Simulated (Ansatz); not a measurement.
Equation of state of Li from a dense series

```yaml
crystal:
  lattice:
    - [1.55050, 0.89518, 7.58830]
    - [-1.55050, 0.89518, 7.58830]
    - [0.00000, -1.79036, 7.58830]
  atoms:
    - { symbol: Li, position: [0.00000, 0.00000, 0.00000] }
    - { symbol: Li, position: [0.22200, 0.22200, 0.22200] }
    - { symbol: Li, position: [0.77800, 0.77800, 0.77800] }
```

Atom numbers follow the list: Li1, Li2, Li3.

Conventional cell: a = 3.101 Å, b = 3.101 Å, c = 22.765 Å, α = 90.00°, β = 90.00°, γ = 120.00°. Around Li (atom 1) lie 12 Li at 3.10 Å. Li (atom 2) has 12 Li at 3.09 to 3.10 Å as nearest neighbours.

The structure is an experimental refinement, used without relaxation.

These are results of Ansatz 0.2.0, DFT, PBE, all-electron LAPW, scalar-relativistic, not measurements.

Settings: a Γ-centred 12×12×12 k mesh, Fermi–Dirac smearing of 0.05 eV, basis error target 1 meV/atom, no spin polarisation.

The cell is scaled evenly. Fractional coordinates are held (clamped ions).

```
V (Å³/atom)  P (GPa)
     19.801     0.30
     20.222     0.00
     20.643    -0.27
     20.854    -0.40
     21.065    -0.52
     21.275    -0.64
     21.486    -0.75
     22.329    -1.16
```

Problem. Fit a third-order Birch–Murnaghan curve to the pressures.

Solution. P = (3B0/2)(y^(7/2) − y^(5/2))[1 + (3/4)(B0′ − 4)(y − 1)] with y = (V0/V)^(2/3) fits within 0.01 GPa for V0 = 20.225 Å³/atom, B0 = 13.6 GPa and B0′ = 3.02.

Problem. Predict the pressure at the withheld volume, 21.907 Å³/atom.

Solution. There y = 0.9481, so the fit gives -0.96 GPa; the run gave -0.97 GPa.
